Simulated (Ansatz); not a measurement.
**Be (omega (AlB2-type)): energy against volume**

Theory: DFT, RPBE, plane waves (420 eV) with PAW, scalar-relativistic in Ansatz. (PAW data from PBE, frozen cores regenerated.)

The cell is scaled uniformly from the relaxed one, with fractional coordinates and shape fixed. Energies are extrapolated to zero smearing, pressures are those at the given smearing. Magnetic state: spin not included.

A Birch-Murnaghan fit gives V₀ = 8.29 Å³/atom, B₀ = 110 GPa, B₀′ = 3.3.

(1) What are the energy above the minimum and the pressure at 7.958 Å³/atom?

(2) What are the energy above the minimum and the pressure at 8.952 Å³/atom?

(3) What are the energy above the minimum and the pressure at 9.284 Å³/atom?

Results:

(1) 4.9 meV/atom and 4.89 GPa as computed.

(2) 16.2 meV/atom and -7.41 GPa as computed.

(3) 34.7 meV/atom and -10.30 GPa as computed.
